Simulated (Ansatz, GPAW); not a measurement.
# H2 in line between two Ga chains: transmission at several levels, part 3 of 3

Aim: T(E), conductance and thermopower of H2 in line between two Ga chains, and what cheaper settings cost in accuracy.

GPAW 26.7.0 and Ansatz 0.2.0; Ansatz plane waves; Landauer transmission by layers, zero bias (the session's first sound run).

So far, transmission at the Fermi level (one spin): step 2 (plane waves, PBE) 2.47; step 3 (double-zeta polarised basis, PBE, GPAW) 2.47; step 4 (single-zeta polarised basis, PBE, GPAW) 2.45; step 5 (minimal basis, PBE, GPAW) 2.33; step 6 (LDA in the dzp basis: xc = "LDA") 2.53.

## 8. The levels side by side

The curves are compared point by point over the common energies.

This step: comparison of transmission and cost over codes and levels (GPAW 26.7.0).

Ladder, by row:

```
   step    code  T at the Fermi level (sum over the listed spins)  conductance (G0)  r.m.s. T(E) from the first  wall time (s)  peak memory (GiB)  threads
 pw-pbe  Ansatz                                             2.468                 -                           0          27.01              2.279        2
    dzp    GPAW                                             2.473             2.422                      0.1537          25.36               0.91        2
    szp    GPAW                                             2.448             2.393                      0.2334          21.36                0.9        2
     sz    GPAW                                             2.329             2.272                      0.3235          13.52               0.82        2
dzp-LDA    GPAW                                             2.534             2.484                      0.1896          21.54               0.91        2
```

Table of transmission, zone mean, sum over the listed spins by energy, zero at the Fermi level:

```
energy (eV)  pw-pbe    dzp     szp      sz  dzp-LDA
    -2.0000   0.995  0.993   0.949   0.955    0.977
    -1.7500   0.988  0.990   0.854   0.750    0.946
    -1.5000       0  0.849  4.7e-7  3.5e-6   9.1e-7
    -1.2500   1.000  0.998   0.997   0.996    0.999
    -1.0000   0.999  0.996   0.989   0.989    0.997
    -0.7500   0.997  0.994   0.984   0.986    0.995
    -0.5000   0.996  0.993   0.981   0.983    0.993
    -0.2500    1.09  0.992   0.979   0.981    0.991
     0.0000    2.47   2.47    2.45    2.33     2.53
     0.2500    2.23   2.25    2.22    2.07     2.32
     0.5000    2.01   2.00    1.96    1.81     2.06
     0.7500    1.92   1.90    1.86    1.71     1.95
     1.0000    1.90   1.85    1.82    1.67     1.90
     1.2500    1.89   1.83    1.78    1.63     1.86
     1.5000    1.89   1.80    1.74    1.60     1.82
     1.7500    1.89   1.77    1.70    1.56     1.79
     2.0000    1.88   1.75    1.66    1.52     1.76
```

## 9. SCF mesh 1×1×1

The SCF mesh sets the Fermi level of the repeated cell.

This step: GPAW LCAO, PAW setups; Landauer transmission from Green's functions with principal layers (ASE), zero bias (GPAW 26.7.0).

run.py

```python
import json
import numpy as np
from ase import Atoms
from ase.transport.calculators import TransportCalculator
from gpaw import GPAW, FermiDirac
from gpaw.lcao.tools import get_lcao_hamiltonian
from scipy.linalg import eigh

# The junction with lead layers at both ends, along the third cell vector
device = Atoms(
    ['Ga', 'Ga', 'Ga', 'Ga', 'Ga', 'H', 'H', 'Ga', 'Ga', 'Ga', 'Ga', 'Ga'],
    positions=[
        [4.50000, 4.50000, 1.27500],
        [4.50000, 4.50000, 3.82500],
        [4.50000, 4.50000, 6.37500],
        [4.50000, 4.50000, 8.92500],
        [4.50000, 4.50000, 11.47500],
        [4.50000, 4.50000, 12.97490],
        [4.50000, 4.50000, 13.82490],
        [4.50000, 4.50000, 15.32480],
        [4.50000, 4.50000, 17.87480],
        [4.50000, 4.50000, 20.42480],
        [4.50000, 4.50000, 22.97480],
        [4.50000, 4.50000, 25.52480]],
    cell=[[9.0, 0.0, 0.0], [0.0, 9.0, 0.0], [0.0, 0.0, 26.7998]],
    pbc=True)

# One principal layer of the lead: the first 3 atoms of the device
lead = Atoms(
    ['Ga', 'Ga', 'Ga'],
    positions=[
        [4.50000, 4.50000, 1.27500],
        [4.50000, 4.50000, 3.82500],
        [4.50000, 4.50000, 6.37500]],
    cell=[[9.0, 0.0, 0.0], [0.0, 9.0, 0.0], [0.0, 0.0, 7.65]],
    pbc=True)

settings = dict(mode='lcao', basis='dzp', xc='PBE', h=0.2,
                occupations=FermiDirac(0.1), maxiter=250,
                mixer=dict(beta=0.1, nmaxold=8, weight=100.0),
                convergence=dict(density=0.0001))
energies = np.arange(-2, 2 + 1e-9, 0.05)
eta = 0.0001
n1, n2 = 1, 1
# k and -k transmit alike, so half of the mesh across the current serves
mesh = [(i, j) for i in range(n1) for j in range(n2) if (i, j) <= (-i % n1, -j % n2)]
weights = np.array([1 if (i, j) == (-i % n1, -j % n2) else 2 for i, j in mesh]) / (n1 * n2)

# [... helper functions left out ...]
fermi_lead = ground_state(lead, (1, 1, 15), 'lead.txt')
fermi_device = ground_state(device, (1, 1, 1), 'device.txt')
# [... loop over the mesh left out, but for ...]
        # Shift the lead onto the potential of the device's first layer
        shift = ((H[:, 0, 0] - H0[:, 0, 0]) / S0[0, 0]).real.mean()
# [...]
kT = 8.617333e-5 * 500
bias = [0.1, 0.2, 0.5, 1.0, 1.5, 2.0]
# [... integrals and printing left out ...]
```

Launch:

```bash
OMP_NUM_THREADS=1 OPENBLAS_NUM_THREADS=2 python run.py
```

Output:

```text
basis functions: device 140, principal layer 39
Fermi level: lead -2.8498 eV, device -2.7590 eV; lead shifted by 0.0534 eV
largest coupling past the next layer 6.03e-05 eV, largest misfit of the first layer 0.073 eV
  E-E_F (eV)   T (one spin)  [channel counts left out]
    -2.000    9.9429e-01
    -1.950    9.9398e-01
    -1.900    9.9363e-01
    -1.850    9.9321e-01
    -1.800    9.9269e-01
    -1.750    9.9201e-01
    -1.700    9.9105e-01
    -1.650    9.8961e-01
    -1.600    9.8716e-01
    -1.550    9.8213e-01
    -1.500    9.6691e-01
    -1.450    6.7109e-01
    -1.400    1.4749e-05
    -1.350    9.9000e-01
    -1.300    9.9890e-01
    -1.250    9.9944e-01
[...]
1.650    1.7724e+00
     1.700    1.7695e+00
     1.750    1.7672e+00
     1.800    1.7655e+00
     1.850    1.7640e+00
     1.900    1.7626e+00
     1.950    1.7609e+00
     2.000    1.7590e+00
conductance at 500 K: 2.3986 G0 a cell; thermopower -4.553 uV/K
current from the zero-bias T(E) at 0.1 V: 18.554 uA
current from the zero-bias T(E) at 0.2 V: 36.936 uA
current from the zero-bias T(E) at 0.5 V: 87.883 uA
current from the zero-bias T(E) at 1.0 V: 150.37 uA
current from the zero-bias T(E) at 1.5 V: 207.06 uA
current from the zero-bias T(E) at 2.0 V: 262.91 uA
```

Run time: 20 s. Hardware: 2 threads of AMD EPYC 9R45, shared host; peak memory 0.91 GiB.

The run finished with changed settings (scf_mesh = [1, 1, 1]); it serves as a test.

Side by side:

```
                                           quantity  this run  sound run  difference
                                   conductance (G₀)    2.3986     2.4222     -0.0236
largest coupling past the next principal layer (eV)  6.030e-5   6.030e-5    -1.1e-16
   largest misfit of the first principal layer (eV)  0.072983   0.048040      0.0249
                    shift that aligns the lead (eV)  0.053368   0.010264      0.0431
         transmission at the Fermi level (one spin)    2.4403     2.4731     -0.0328
```

One result that differs is the shift that aligns the lead, 0.0534 eV against 0.0103 eV.

## 10. Potential alignment off

Without the shift, lead and junction are matched by their Fermi levels alone.

Edit run.py of step 9 so:

```diff
@@ -50,6 +50,6 @@
 fermi_lead = ground_state(lead, (1, 1, 15), 'lead.txt')
-fermi_device = ground_state(device, (1, 1, 1), 'device.txt')
+fermi_device = ground_state(device, (1, 1, 3), 'device.txt')
 # [... loop over the mesh left out, but for ...]
-        # Shift the lead onto the potential of the device's first layer
-        shift = ((H[:, 0, 0] - H0[:, 0, 0]) / S0[0, 0]).real.mean()
+        # Lead and device are aligned by their Fermi levels alone
+        shift = 0.0
 # [...]
```

Output:

```text
basis functions: device 140, principal layer 39
Fermi level: lead -2.8498 eV, device -2.7736 eV; lead shifted by 0.0000 eV
largest coupling past the next layer 6.03e-05 eV, largest misfit of the first layer 0.061 eV
  E-E_F (eV)   T (one spin)  [channel counts left out]
    -2.000    9.9318e-01
    -1.950    9.9262e-01
    -1.900    9.9198e-01
    -1.850    9.9120e-01
    -1.800    9.9022e-01
    -1.750    9.8891e-01
    -1.700    9.8701e-01
    -1.650    9.8388e-01
    -1.600    9.7758e-01
    -1.550    9.5834e-01
    -1.500    2.4385e-01
    -1.450    1.9958e-05
    -1.400    9.9375e-01
    -1.350    9.9940e-01
    -1.300    9.9910e-01
    -1.250    9.9839e-01
[...]
1.650    1.7893e+00
     1.700    1.7833e+00
     1.750    1.7770e+00
     1.800    1.7706e+00
     1.850    1.7640e+00
     1.900    1.7573e+00
     1.950    1.7505e+00
     2.000    1.7436e+00
conductance at 500 K: 2.4283 G0 a cell; thermopower -1.952 uV/K
current from the zero-bias T(E) at 0.1 V: 18.76 uA
current from the zero-bias T(E) at 0.2 V: 37.176 uA
current from the zero-bias T(E) at 0.5 V: 86.156 uA
current from the zero-bias T(E) at 1.0 V: 148.28 uA
current from the zero-bias T(E) at 1.5 V: 205.29 uA
current from the zero-bias T(E) at 2.0 V: 260.74 uA
```

Run time: 25 s. Hardware: 2 threads; peak memory 0.91 GiB.

Numbers from this step:

- conductance: 2.428 G₀
- largest coupling past the next principal layer: 6.03e-5 eV
- largest misfit of the first principal layer: 0.06109 eV
- shift that aligns the lead: 0 eV
- transmission at the Fermi level (one spin): 2.475

One spin. The transmission, zone mean by energy, zero at the Fermi level:

energy (eV), transmission, zone mean and a bar from the least value:
```
   -2.000       0.99 
   -1.800       0.99 
   -1.600       0.98 
   -1.400       0.99 
   -1.200       1.00 
   -1.000       1.00 
   -0.800       0.99 
   -0.600       0.99 
   -0.400       0.99 
   -0.200       1.92 ###################
   -0.050       2.48 ##############################
    0.000       2.48 ##############################
    0.200       2.29 ##########################
    0.400       2.09 ######################
    0.600       1.95 ###################
    0.800       1.88 ##################
    1.000       1.85 #################
    1.200       1.83 #################
    1.400       1.81 #################
    1.600       1.80 ################
    1.800       1.77 ################
    2.000       1.74 ###############
```

Not self-consistent under bias; the bias window is split evenly. The current through one cell, from the zero-bias transmission by bias:

```
bias (V)  current through one cell, from the zero-bias transmission (μA)
   0.100                                                            18.8
   0.200                                                            37.2
   0.500                                                            86.2
   1.000                                                             148
   1.500                                                             205
   2.000                                                             261
```

Table of transmission of the three most open eigenchannels by energy, zero at the Fermi level:

```
energy (eV)  channel 1  channel 2  channel 3
      -2.00      0.993    1.0e-11          0
      -1.90      0.992    9.9e-12          0
      -1.80      0.990    9.7e-12          0
      -1.70      0.987    9.6e-12          0
      -1.55      0.958    9.3e-12          0
      -1.45     2.0e-5    9.2e-12          0
      -1.35      0.999    9.0e-12          0
      -1.25      0.998    8.8e-12          0
      -1.15      0.997    8.7e-12          0
      -1.05      0.996    8.5e-12          0
      -0.90      0.995    8.2e-12          0
      -0.80      0.995    8.0e-12          0
      -0.70      0.994    7.9e-12          0
      -0.60      0.994    7.7e-12          0
      -0.50      0.994    7.5e-12          0
      -0.40      0.993    7.3e-12    1.7e-12
      -0.25      0.993     0.0572     0.0572
      -0.15      0.992      0.648      0.648
      -0.05      0.992      0.744      0.744
       0.00      0.991      0.742      0.742
       0.05      0.991      0.727      0.727
       0.15      0.991      0.680      0.680
       0.25      0.990      0.624      0.624
       0.40      0.990      0.549      0.549
       0.50      0.989      0.511      0.511
       0.60      0.989      0.481      0.481
       0.70      0.988      0.460      0.460
       0.80      0.988      0.445      0.445
       0.90      0.988      0.436      0.436
       1.05      0.988      0.427      0.427
       1.15      0.988      0.423      0.423
       1.25      0.988      0.419      0.419
       1.35      0.988      0.416      0.416
       1.45      0.988      0.411      0.411
       1.55      0.988      0.406      0.406
       1.70      0.989      0.397      0.397
       1.80      0.989      0.391      0.391
       1.90      0.989      0.384      0.384
       2.00      0.990      0.377      0.377
```

The conductance, 2.43 G₀, lies 0.3 % above that of the dzp run.

## 11. Results

```
conductance                                        : 2.42 G₀
transmission at the Fermi level, mean of the spins : 2.47
```

In words: In the dzp basis the junction conducts 2.42 G₀ at 500 K, with T = 2.47 a spin at the Fermi level; the sz basis reaches that conductance within 10 %. Plane waves (PBE) give T = 2.47 there. At the Fermi level the three most open eigenchannels pass 0.99, 0.74 and 0.74. Measured against the first run (pw-pbe), the nearest curve is that of dzp (r.m.s. 0.15) and the farthest that of sz (0.32). Over the compared runs wall time goes from 14 s (sz) to 27 s (pw-pbe), on a shared host. The geometry was built from estimated bond lengths and not relaxed, so the numbers describe this model structure. An evenly spaced straight chain is an idealisation: free chains tend to dimerise, zigzag or, where a band edge lies near the Fermi level, turn magnetic. The currents use the zero-bias T(E) throughout, which holds only while the bias is small against the distance to the nearest feature. The thermopower isn't quoted: it samples T(E) farther from the Fermi level than the conductance does, and the energy grid wasn't tested for it.

[Logs are printed without paths, hosts, clocks, repeated set-up lines and the standing remarks that a program may print on its own settings, such as how far it seeks lower states.]

[Hosts, paths, dates, database ids (printed as entryN), source tags and the programs' standing remarks are cut or masked in the printed files.]
